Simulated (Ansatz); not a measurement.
## CoO: computed properties

Theory: DFT PBE, scalar-relativistic, plane waves, PAW in Ansatz 0.2.0.

Plane waves to 420 eV, a k mesh through Γ of 18×18×18 on the computed 2-atom cell and Gaussian smearing (0.10 eV); collinear spin from starting moments 2.7 0.34 μB.

The structure is relaxed at this level of theory with its symmetry kept. This form isn't the usual stable structure of the compound.

The structure is trigonal, space group R-3m (No. 166). The conventional cell has a = 3.091 Å, b = 3.091 Å, c = 6.895 Å, α = 90.00°, β = 90.00°, γ = 120.00°. Co (site symmetry -3m) is surrounded by 6 O at 2.12 Å. O (site symmetry -3m) has 6 Co at 2.12 Å as nearest neighbours.

```json
{
  "Volume per atom": "9.51 Å³",
  "Formation energy from the elements' standard states (uncorrected)": "-0.495 eV/atom",
  "Kohn–Sham band gap": "none (metal)",
  "Density of states at the Fermi level": "3.15 states/eV per cell",
  "Löwdin character within 0.5 eV of the Fermi level": "Co 3d 87 %, O 2p 12 %",
  "Bulk modulus": "156 GPa",
  "Its pressure derivative": "2.8",
  "Bader charges (e)": "Co (1 in the cell) 1.22, O (1 in the cell) -1.22",
  "Total moment": "2.88 μB per cell",
  "Site moments (μB; atoms counted from 1 over the whole cell)": "Co (atom 1) 2.46, O (atom 2) 0.31"
}
```

Only this magnetic start was tried.